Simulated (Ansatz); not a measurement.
# MnO (Fm-3m) in Ansatz: notebook

One crystal, MnO, is run at these levels: RPBE, revPBE, BLYP; tasks: band structure.

Program: Ansatz 0.2.0. These are calculated values, not measurements. Logs are shortened: lines on timing, memory, paths and dates and some standing lists are left out, and cuts for length are marked.

### Step 1. The structure

Symmetry: Fm-3m, No. 225, cubic system. Conventional cell: a = 4.448 Å, b = 4.448 Å, c = 4.448 Å, α = 90.00°, β = 90.00°, γ = 90.00°. Mn (site symmetry m-3m) is surrounded by 6 O at 2.22 Å. O (site symmetry m-3m) is surrounded by 6 Mn at 2.22 Å.

The cell is a database's computed one.

### Step 2. Band structure, RPBE, collinear spin, ferromagnetic start

input.yaml reads:

```yaml
crystal:
  lattice:
    - [0.0, 2.2239077028, 2.2239077028]
    - [2.2239077028, 0.0, 2.2239077028]
    - [2.2239077028, 2.2239077028, 0.0]
  atoms:
    - { symbol: Mn, position: [0.0, 0.0, 0.0], spin: 4.0 }
    - { symbol: O, position: [0.5, 0.5, 0.5] }
hamiltonian:
  xc: rpbe
  pseudopotentials: { kind: paw }
magnetization:
  spin_polarized: true
kpoints:
  mp_grid: { grid: [10, 10, 10] }
  band_path:
    path:
      - [[0.0, 0.0, 0.0], [0.5, 0.0, 0.5], [0.5, 0.25, 0.75], [0.375, 0.375, 0.75], [0.0, 0.0, 0.0], [0.5, 0.5, 0.5], [0.625, 0.25, 0.625], [0.5, 0.25, 0.75], [0.5, 0.5, 0.5], [0.375, 0.375, 0.75]]
      - [[0.625, 0.25, 0.625], [0.5, 0.0, 0.5]]
    npoints: 14
scf:
  occupations: { method: fermi_dirac, width: 0.05 }
  n_extra_bands: 6
output:
  forces: true
  stress: true
  eigenvalues: true
  fatbands: false
```

Potentials or basis: Ansatz PAW.

Run with:

```sh
$ ansatz run input.yaml --threads 2 --pin off --max-ram 5632MiB --backend cpu --events-out ev --progress --plain --runs-dir out
```

Output:

```text
Warning: RAYON_NUM_THREADS=2 ignored (pool sized by the plan → 2); use --threads N
scf.n_extra_bands = 6 over 11 filled bands (N_el = 21.0): the run solves 17 bands
Engine: ansatz 0.2.0, x86_64-unknown-linux-gnu
Pseudopotentials: kind: paw
Pseudopotential: Mn, paw, valence charge 15, recommended cutoff 420 eV (normal), Mn.paw.azcp
Pseudopotential: O, paw, valence charge 6, recommended cutoff 420 eV (normal), O.paw.azcp
Functional definition: RPBE
  parameter kappa = 0.804
  parameter beta = 0.06672455060314922
  exchange = rpbe_x(kappa = kappa, mu = beta*pi^2/3)
  correlation = pbe_c(beta = beta)
Crystal: 2 atoms, lattice volume = 21.998 Å³
Basis set: ecut = 420 eV, 411 PW (Γ), exchange–correlation on 48×48×48 points (8 copies of the dense FFT grid, shifted against one another)
Bands: 17, of which v1, the nominal top of the filled ones, is band 11 counted from 1 (10 counted from 0)
Symmetry: 48 space group operations
Space group: Fm-3m (ITA 225), of the structure as read, at distance tolerance 2.8e-5 Å
Magnetic group: BNS 225.116 (UNI 1618), of the structure as read, at distance tolerance 2.8e-5 Å
k-points: 47 of 1000
Non-local potential: Mn, projectors of the file, l = 0: 3, l = 1: 2, l = 2: 3, l = 3: 1
Non-local potential: O, projectors of the file, l = 0: 2, l = 1: 2, l = 2: 1
PAW form: soft (Blöchl's): semilocal exchange-correlation on the pseudo side does not see the compensation charge
PAW frozen core: Mn, regenerated for the run's functional, and the local potential with it (the file was generated under x = pbe(κ = 0.804, μ = 0.2195149727645171), c = pbe(β = 0.06672455060314922))
PAW frozen core: O, regenerated for the run's functional, and the local potential with it (the file was generated under x = pbe(κ = 0.804, μ = 0.2195149727645171), c = pbe(β = 0.06672455060314922))
PAW one-centre angular grid: Mn, 590 points (default); XC on 64 Gauss nodes
PAW one-centre angular grid: O, 110 points (default); XC on 64 Gauss nodes
Initial density: superposition of atomic densities (chi_scale 0.1, normalization cell, long waves kept (reshape's long-wave potential 0.00 eV rms))
Starting moments: Σ|m| = 4 μB on 1 of 2 sites
Initial wavefunctions: pseudopotential atomic-orbital guess
Functional: x = rpbe, c = pbe(β = 0.06672455060314922)
SCF iter   1: F=—  HF=-4473.193572 eV  |F-HF|=—  |Δ(HF+E_count)|=         —  Δρ=1.46e-1 (↑1.46e-1 ↓6.26e-2)  dr2=5.88e0  dr2_m=9.31e-1  M=4.585 μB ∫|m|=4.585 μB  β_m=0.30  ethr=3.10e-3  ⟨swp⟩=3.6  Hψ=6489  notcnv=0
Mixer restart at iter 1: flushing history
preconditioner: auto → none  [metal: Δε(μ)=0.019 eV  Ē_g=12.650 eV  σ=0.050 eV  W_gap=0.09  n_scr=8 (ndim 8)  ℏωp=28.5 eV  f_vac=0.000  D(μ)=1.35/eV (n_scr^D=14)  sad-step TF]
SCF iter   2: F=—  HF=-4472.813596 eV  |F-HF|=—  |Δ(HF+E_count)|=   3.80e-1  Δρ=8.71e-2 (↑8.71e-2 ↓3.22e-2)  dr2=1.22e0  dr2_m=5.64e-1  M=4.775 μB ∫|m|=4.775 μB  β_m=0.45  ethr=3.10e-3  ⟨swp⟩=2.8  Hψ=3749  notcnv=0  defer=55
SCF iter   3: F=—  HF=-4472.766464 eV  |F-HF|=—  |Δ(HF+E_count)|=   4.71e-2  Δρ=2.08e-2 (↑2.03e-2 ↓2.08e-2)  dr2=2.56e-1  dr2_m=2.56e-2  M=4.763 μB ∫|m|=4.763 μB  β_m=0.47  ethr=3.10e-3  ⟨swp⟩=2.9  Hψ=3346  notcnv=0  defer=86
SCF iter   4: F=—  HF=-4472.703598 eV  |F-HF|=—  |Δ(HF+E_count)|=         —  Δρ=5.61e-3 (↑5.61e-3 ↓5.50e-3)  dr2=1.15e-2  dr2_m=2.62e-3  M=4.797 μB ∫|m|=4.797 μB  β_m=0.47  ethr=1.22e-3  ⟨swp⟩=2.2  Hψ=2603  notcnv=0  defer=86
Mixer restart at iter 4: flushing history
SCF iter   5: F=—  HF=-4472.717105 eV  |F-HF|=—  |Δ(HF+E_count)|=   1.35e-2  Δρ=5.03e-3 (↑5.03e-3 ↓3.11e-3)  dr2=5.74e-3  dr2_m=8.07e-4  M=4.805 μB ∫|m|=4.805 μB  β_m=0.59  ethr=5.47e-5  ⟨swp⟩=2.0  Hψ=2659  notcnv=0  defer=89
SCF iter   6: F=—  HF=-4472.734721 eV  |F-HF|=—  |Δ(HF+E_count)|=   1.76e-2  Δρ=1.73e-3 (↑1.73e-3 ↓1.70e-3)  dr2=6.19e-4  dr2_m=4.14e-4  M=4.811 μB ∫|m|=4.811 μB  β_m=0.71  ethr=2.73e-5  ⟨swp⟩=2.0  Hψ=2755  notcnv=0  defer=89
SCF iter   7: F=—  HF=-4472.741420 eV  |F-HF|=—  |Δ(HF+E_count)|=   6.70e-3  Δρ=1.33e-3 (↑9.42e-4 ↓1.33e-3)  dr2=9.06e-4  dr2_m=2.11e-5  M=4.815 μB ∫|m|=4.815 μB  β_m=0.76  ethr=2.95e-6  ⟨swp⟩=2.0  Hψ=2986  notcnv=0  defer=91
SCF iter   8: F=—  HF=-4472.742014 eV  |F-HF|=—  |Δ(HF+E_count)|=   5.94e-4  Δρ=9.47e-4 (↑9.47e-4 ↓4.23e-4)  dr2=1.47e-4  dr2_m=6.10e-5  M=4.820 μB ∫|m|=4.820 μB  β_m=0.67  ethr=2.95e-6  ⟨swp⟩=2.1  Hψ=2883  notcnv=0  defer=91
SCF iter   9: F=—  HF=-4472.742003 eV  |F-HF|=—  |Δ(HF+E_count)|=   1.15e-5  Δρ=2.02e-4 (↑2.02e-4 ↓4.19e-5)  dr2=6.04e-6  dr2_m=2.44e-6  M=4.820 μB ∫|m|=4.820 μB  β_m=0.83  ethr=7.02e-7  ⟨swp⟩=2.4  Hψ=2412  notcnv=0  defer=91
SCF iter  10: F=—  HF=-4472.742016 eV  |F-HF|=—  |Δ(HF+E_count)|=   1.31e-5  Δρ=1.47e-5 (↑5.78e-6 ↓1.47e-5)  dr2=3.80e-8  dr2_m=1.62e-8  M=4.820 μB ∫|m|=4.820 μB  β_m=0.92  ethr=2.88e-8  ⟨swp⟩=2.0  Hψ=2129  notcnv=0  defer=91
SCF iter  11: F=-4472.742016 eV  HF=-4472.742016 eV  |F-HF|=2.76e-9  |Δ(HF+E_count)|=   4.43e-8  Δρ=3.90e-6 (↑2.49e-6 ↓3.90e-6)  dr2=4.88e-9  dr2_m=8.52e-10  M=4.820 μB ∫|m|=4.820 μB  ethr=1.81e-10  ⟨swp⟩=4.9  Hψ=5967  notcnv=0
SCF 1 converged in 11 iterations: F = -4472.742016 eV  dr2 = 4.88e-9
NSCF: frozen V_eff on 142 k-points
SCF converged after 11 iterations
Magnetization: 4.8202 μB (12.9101 up, 8.0899 down)
Absolute magnetization: 4.8202 μB (∫|ρ↑−ρ↓|, with the PAW one-centre terms)
Spin contamination: 0.0104 ħ² per cell (⟨S²⟩ above its minimum at these occupations)
Per-site moments (μB) at R_I (Å): [(4.092816429586119, 0.9173619274050001), (0.22882584144549578, 0.9173619274050001)]
Free energy (F): -4472.742016 eV
Harris-Foulkes:  -4472.742016 eV  (|F-HF|=2.76e-9)
Internal energy: -4472.735522 eV  (E = F + TS)
E sigma→0 (E₀):  -4472.738769 eV
Entropy (-TS):   -0.006494 eV (-3.247 meV/atom)
Fermi energy:    13.531039 eV
--- Per-component energies (eV) ---
  E_band       = -245.550324
  E_kinetic    = 474.490260
  E_local      = -2233.263236  (includes V_loc(G=0)·N_el)
  E_nonlocal   = 301.548977
  E_hartree    = 896.887482
  E_xc         = -185.149570
  E_vxc        = -235.915698  (∫ρ·V_xc dr)
  E_paw        = -1472.609296  (= ΣΔE_a)
  E_vpaw       = -346.190416  (= ΣTr[D̂ρ^β])
  E_aug_tail   = 0.002374  (compensation charges beyond the density's cutoff)
  E_ewald      = -2254.571925
  E_core_change = -0.070589  (= ΣΔE_core)
  E_smearing   = -0.006494  (= −TS)
  E_closure    = 0.000000  (closes the sum)
  Σ components = -4472.742016   (vs F -4472.742016, Δ=0.00e0)
--- Forces (eV/Å), atoms counted from 1 ---
  atom   1  Mn    -0.00000000     0.00000000     0.00000000
  atom   2  O      0.00000000    -0.00000000     0.00000000
  max |Σ_I F_I| component: 1.69e-29 eV/Å
--- Stress (GPa, compression-positive) ---
        5.570513       0.000000       0.000000
        0.000000       5.570513       0.000000
       -0.000000      -0.000000       5.570513
  P = ⅓ Tr σ = 5.5705 GPa (55.705 kbar)
--- Band table (eV; the first three rows and the last of 94) ---
  k-point 0 ↑: bands = ["-68.2336", "-36.9131", "-36.9131", "-36.9131", "-6.8033", "9.8018", "9.8018", "9.8018", "10.2797", "10.2797", "10.2797", "10.8089", "10.8089", "12.9985", "27.4798", "29.7654", "29.7654"]
  k-point 1 ↑: bands = ["-68.2330", "-36.9192", "-36.9139", "-36.9139", "-6.7196", "8.9186", "9.2457", "9.2457", "10.3970", "10.3970", "10.5447", "11.3696", "11.3696", "13.7003", "26.3609", "29.4189", "29.4189"]
  k-point 2 ↑: bands = ["-68.2314", "-36.9350", "-36.9159", "-36.9159", "-6.4924", "7.5908", "8.5132", "8.5132", "10.6038", "10.6038", "10.8004", "12.2270", "12.2270", "15.0178", "24.3846", "28.2302", "28.2302"]
  k-point 46 ↓: bands = ["-63.4050", "-32.2061", "-32.1933", "-32.1799", "-5.3848", "7.6083", "8.1742", "8.4142", "14.4317", "15.3761", "15.7861", "16.0811", "16.4979", "22.3167", "22.9084", "23.7570", "26.5014"]
```

It took 3.5 s on 2 threads of Intel Xeon Platinum 8259CL at 2.50GHz (Skylake/Cascade Lake), shared host; peak memory 0.37 GiB.

What came out:

| Property | Result |
| --- | --- |
| Free energy | -4472.7420 eV |
| Pressure | 5.6 GPa |
| Band gap on the k mesh | none (metal or under the smearing width) |
| Net moment | 4.82 μB per cell |
| Absolute moment | 4.82 μB per cell |
| Site moments | Mn +4.09; O +0.23 μB |

Levels at the corners of the path, in eV from the Fermi level:
Spin up:
```tsv
point	band 9	band 10	band 11	band 12	band 13	band 14	band 15	band 16	band 17
Γ	-3.25	-3.25	-3.25	-2.72	-2.72	-0.53	13.95	16.23	16.23
X	-4.24	-2.30	-2.10	-2.10	-1.97	5.04	7.84	10.36	13.64
W	-2.47	-2.47	-2.09	-2.04	-0.96	7.05	8.27	8.27	10.95
K	-3.08	-2.24	-2.01	-1.69	-1.00	6.42	7.94	8.13	13.20
Γ	-3.25	-3.25	-3.25	-2.72	-2.72	-0.53	13.95	16.23	16.23
L	-2.37	-2.37	-1.92	0.18	0.18	3.48	7.76	11.87	11.87
U	-3.08	-2.24	-2.01	-1.69	-1.00	6.42	7.94	8.13	13.20
W	-2.47	-2.47	-2.09	-2.04	-0.96	7.05	8.27	8.27	10.95
L	-2.37	-2.37	-1.92	0.18	0.18	3.48	7.76	11.87	11.87
K	-3.08	-2.24	-2.01	-1.69	-1.00	6.42	7.94	8.13	13.20
U	-3.08	-2.24	-2.01	-1.69	-1.00	6.42	7.94	8.13	13.20
X	-4.24	-2.30	-2.10	-2.10	-1.97	5.04	7.84	10.36	13.64
```
Spin down:
```tsv
point	band 4	band 5	band 6	band 7	band 8	band 9	band 10	band 11	band 12	band 13
Γ	-45.68	-19.90	-3.35	-3.35	-3.35	0.90	0.90	0.90	0.91	1.50
X	-45.71	-18.99	-6.39	-4.32	-4.32	-0.68	2.09	2.28	2.55	2.55
W	-45.71	-18.91	-5.66	-5.66	-5.19	1.41	1.41	2.26	2.55	3.03
K	-45.70	-18.93	-6.03	-5.66	-4.62	0.58	2.30	2.34	2.47	2.93
Γ	-45.68	-19.90	-3.35	-3.35	-3.35	0.90	0.90	0.90	0.91	1.50
L	-45.69	-18.96	-7.31	-4.81	-4.81	2.06	2.11	2.11	3.75	3.75
U	-45.70	-18.93	-6.03	-5.66	-4.62	0.58	2.30	2.34	2.47	2.93
W	-45.71	-18.91	-5.66	-5.66	-5.19	1.41	1.41	2.26	2.55	3.03
L	-45.69	-18.96	-7.31	-4.81	-4.81	2.06	2.11	2.11	3.75	3.75
K	-45.70	-18.93	-6.03	-5.66	-4.62	0.58	2.30	2.34	2.47	2.93
U	-45.70	-18.93	-6.03	-5.66	-4.62	0.58	2.30	2.34	2.47	2.93
X	-45.71	-18.99	-6.39	-4.32	-4.32	-0.68	2.09	2.28	2.55	2.55
```

Caveat: the pressure holds a Pulay correction of +0.6 GPa for the finite cutoff; a cell with one magnetic atom can't hold antiferromagnetic order, which such compounds often take; semilocal functionals often make such compounds metallic where correlation or magnetic order opens a gap, which also shifts bond lengths; the PAW data sets come from PBE, with cores solved anew for the run's functional, which leaves a small shift of forces and pressure.

### Step 3. Band structure, revPBE, collinear spin, ferromagnetic start

Edit input.yaml of step 2 so:

```diff
@@ -9,3 +9,3 @@
 hamiltonian:
-  xc: rpbe
+  xc: revpbe
   pseudopotentials: { kind: paw }
```

Potentials or basis: Ansatz PAW.

Run with:

```sh
$ ansatz run input.yaml --threads 2 --pin off --max-ram 5632MiB --backend cpu --events-out ev --progress --plain --runs-dir out
```

Wall time 3.4 s (2 threads of Intel Xeon Platinum 8259CL at 2.50GHz (Skylake/Cascade Lake), shared host); peak memory 0.37 GiB.

Results (log left out):

- Free energy: -4470.8782 eV
- Pressure: 4.2 GPa
- Band gap on the k mesh: none (metal or under the smearing width)
- Net moment: 4.81 μB per cell
- Absolute moment: 4.81 μB per cell
- Site moments: Mn +4.09; O +0.23 μB

Levels at the corners of the path, in eV from the Fermi level:
Spin up:
| point | band 10 | band 11 | band 12 | band 13 | band 14 | band 15 | band 16 | band 17 |
| --- | --- | --- | --- | --- | --- | --- | --- | --- |
| Γ | -3.24 | -3.24 | -2.71 | -2.71 | -0.54 | 13.94 | 16.22 | 16.22 |
| X | -2.29 | -2.08 | -2.08 | -1.95 | 5.02 | 7.82 | 10.35 | 13.62 |
| W | -2.46 | -2.08 | -2.03 | -0.96 | 7.03 | 8.26 | 8.26 | 10.93 |
| K | -2.23 | -2.00 | -1.68 | -0.99 | 6.40 | 7.92 | 8.11 | 13.17 |
| Γ | -3.24 | -3.24 | -2.71 | -2.71 | -0.54 | 13.94 | 16.22 | 16.22 |
| L | -2.35 | -1.91 | 0.19 | 0.19 | 3.47 | 7.74 | 11.85 | 11.85 |
| U | -2.23 | -2.00 | -1.68 | -0.99 | 6.40 | 7.92 | 8.11 | 13.17 |
| W | -2.46 | -2.08 | -2.03 | -0.96 | 7.03 | 8.26 | 8.26 | 10.93 |
| L | -2.35 | -1.91 | 0.19 | 0.19 | 3.47 | 7.74 | 11.85 | 11.85 |
| K | -2.23 | -2.00 | -1.68 | -0.99 | 6.40 | 7.92 | 8.11 | 13.17 |
| U | -2.23 | -2.00 | -1.68 | -0.99 | 6.40 | 7.92 | 8.11 | 13.17 |
| X | -2.29 | -2.08 | -2.08 | -1.95 | 5.02 | 7.82 | 10.35 | 13.62 |
Spin down:
```tsv
point	band 4	band 5	band 6	band 7	band 8	band 9	band 10	band 11	band 12	band 13
Γ	-45.67	-19.88	-3.35	-3.35	-3.35	0.87	0.87	0.87	0.88	1.48
X	-45.70	-18.97	-6.40	-4.33	-4.33	-0.71	2.06	2.25	2.53	2.53
W	-45.70	-18.88	-5.67	-5.67	-5.20	1.39	1.39	2.24	2.53	3.01
K	-45.70	-18.90	-6.04	-5.67	-4.62	0.56	2.27	2.32	2.45	2.91
Γ	-45.67	-19.88	-3.35	-3.35	-3.35	0.87	0.87	0.87	0.88	1.48
L	-45.68	-18.94	-7.32	-4.82	-4.82	2.04	2.09	2.09	3.73	3.73
U	-45.70	-18.90	-6.04	-5.67	-4.62	0.56	2.27	2.32	2.45	2.91
W	-45.70	-18.88	-5.67	-5.67	-5.20	1.39	1.39	2.24	2.53	3.01
L	-45.68	-18.94	-7.32	-4.82	-4.82	2.04	2.09	2.09	3.73	3.73
K	-45.70	-18.90	-6.04	-5.67	-4.62	0.56	2.27	2.32	2.45	2.91
U	-45.70	-18.90	-6.04	-5.67	-4.62	0.56	2.27	2.32	2.45	2.91
X	-45.70	-18.97	-6.40	-4.33	-4.33	-0.71	2.06	2.25	2.53	2.53
```

Caveat: the pressure holds a Pulay correction of +0.6 GPa for the finite cutoff; a cell with one magnetic atom can't hold antiferromagnetic order, which such compounds often take; semilocal functionals often make such compounds metallic where correlation or magnetic order opens a gap, which also shifts bond lengths; the PAW data sets come from PBE, with cores solved anew for the run's functional, which leaves a small shift of forces and pressure. With open d or f shells a metallic result of revPBE can be an artefact of self-interaction; +U or a hybrid may open a gap.

[end of part 1 of 2]
